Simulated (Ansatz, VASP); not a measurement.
Two plane-wave programs on PbO

File INCAR:

```
ALGO = Normal
EDIFF = 1E-7
ENCUT = 520
GGA = PE
ISIF = 2
ISMEAR = -1
LASPH = T
LCHARG = T
LELF = T
LREAL = F
LVHAR = T
LWAVE = F
NBANDS = 17
NELM = 60
PREC = Accurate
SIGMA = 0.02
```

KPOINTS

```
k-points
0
Gamma
  8 8 8
```

The input POSCAR:

```
PbO
1.0
    0.0000000000      2.8698657333      2.7987768025
    2.8698657333      0.0000000000      2.7987768025
    2.8698657333      2.8698657333      0.0000000000
Pb O
1 1
Direct
    0.0000000000      0.0000000000      0.0000000000
    0.2500000000      0.2500000000      0.2500000000
```

Input for Ansatz:

```yaml
crystal:
  lattice:
    - [0.0, 2.8698657333, 2.7987768025]
    - [2.8698657333, 0.0, 2.7987768025]
    - [2.8698657333, 2.8698657333, 0.0]
  atoms:
    - { symbol: Pb, position: [0.0, 0.0, 0.0] }
    - { symbol: O, position: [0.25, 0.25, 0.25] }
kpoints:
  mp_grid: { grid: [8, 8, 8] }
  band_path:
    path:
      - [0.0, 0.0, 0.0]
      - [-0.5, -0.5, 0.0]
      - [-0.375, -0.375, 0.25]
      - [-0.375, 0.0, 0.375]
      - [0.0, 0.0, 0.5]
      - [-0.5, -0.25, 0.25]
    npoints: 1
hamiltonian:
  xc: pbe
scf:
  occupations: { method: fermi_dirac, width: 0.02 }
  n_extra_bands: 4
output:
  forces: true
  stress: true
  eigenvalues: true
```

Change from the starting cell: biaxial_xy strain +2.5%.

Alike in both runs: task single point; functional PBE; k mesh 8 × 8 × 8; occupations fermi-dirac, width 0.02 eV; no spin polarisation.

```csv
,VASP,Ansatz
version,VASP 6.6.1,Ansatz 0.2.0
potentials or method,"VASP PAW PBE potentials, release 64 (Pb_d, O)","plane waves, PAW"
plane-wave cutoff (eV),520,420
valence electrons in the cell,20,20
```

Ansatz gave:

```
pressure (GPa)                                  : -0.9
largest component of the traceless stress (GPa) : 0.19
```

**Question.** Which values does VASP return?

**Answer.** Pressure (GPa): -1.0; largest component of the traceless stress (GPa): 0.19.

The functional is the same, so the differences come from potentials, cutoffs and numerics.

Caveats: spin-orbit coupling is left out, which as a rule narrows the gap of such compounds by several tenths of an eV. A k mesh can miss the band edges.
